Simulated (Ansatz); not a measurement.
# Ru: the cost of one run

Program: Ansatz 0.2.0. Level of theory: DFT PBE, scalar-relativistic. These are calculated values, not measurements.

## 1. The system as given

It takes space group P6_3/mmc (No. 194, hexagonal). The conventional cell has a = 2.706 Å, b = 2.706 Å, c = 4.282 Å, α = 90.00°, β = 90.00°, γ = 120.00°. Ru (site symmetry -6m2) is surrounded by 12 Ru at 2.65 to 2.71 Å.

Structure file:

```cif
data_structure
_symmetry_space_group_name_H-M 'P6_3/mmc'
_symmetry_Int_Tables_number 194
_cell_length_a 2.7058
_cell_length_b 2.7058
_cell_length_c 4.2819
_cell_angle_alpha 90.000
_cell_angle_beta 90.000
_cell_angle_gamma 120.000
_cell_volume 27.15
loop_
_atom_site_label
_atom_site_type_symbol
_atom_site_symmetry_multiplicity
_atom_site_Wyckoff_symbol
_atom_site_fract_x
_atom_site_fract_y
_atom_site_fract_z
_atom_site_occupancy
Ru1 Ru 2 c 0.33333 0.66667 0.25000 1
```

The file gives the conventional cell by its symmetry; the runs use the cell typed in the input.

Atoms are numbered in the order of the input: Ru1, Ru2.

## 2. The deformed structure

Space group P6_3/mmc before, P6_3/mmc after.

## 3. Full-potential LAPW

Contents of input.yaml:

```yaml
crystal:
  lattice:
    - [2.7057993342, 0.0, 0.0]
    - [-1.3528996671, 2.343290961, 0.0]
    - [0.0, 0.0, 4.196262]
  atoms:
    - { symbol: Ru, position: [0.3333333333, 0.6666666667, 0.25] }
    - { symbol: Ru, position: [0.6666666667, 0.3333333333, 0.75] }
kpoints:
  mp_grid: { grid: [14, 14, 8] }
  band_path:
    path:
      - [0.0, 0.0, 0.0]
      - [0.5, 0.0, 0.0]
      - [0.3333333333, 0.3333333333, 0.0]
      - [0.0, 0.0, 0.0]
      - [0.0, 0.0, 0.5]
      - [0.5, 0.0, 0.5]
      - [0.3333333333, 0.3333333333, 0.5]
      - [0.0, 0.0, 0.5]
      - [0.5, 0.0, 0.5]
    npoints: 5
scf:
  occupations: { method: fermi_dirac, width: 0.03 }
hamiltonian:
  xc: pbe
  pseudopotentials: { kind: all_electron, lapw: { basis_error: 0.0005 } }
output:
  forces: true
  stress: true
  eigenvalues: true
```

Command:

```sh
> ansatz run input.yaml --threads 1 --pin off --max-ram 3072MiB --backend cpu --events-out ev --progress --plain --runs-dir out
```

What time and memory should one allow on 1 thread of Intel Xeon 6975P-C (Granite Rapids), shared host?

About 25 s, with a peak of 0.58 GiB.
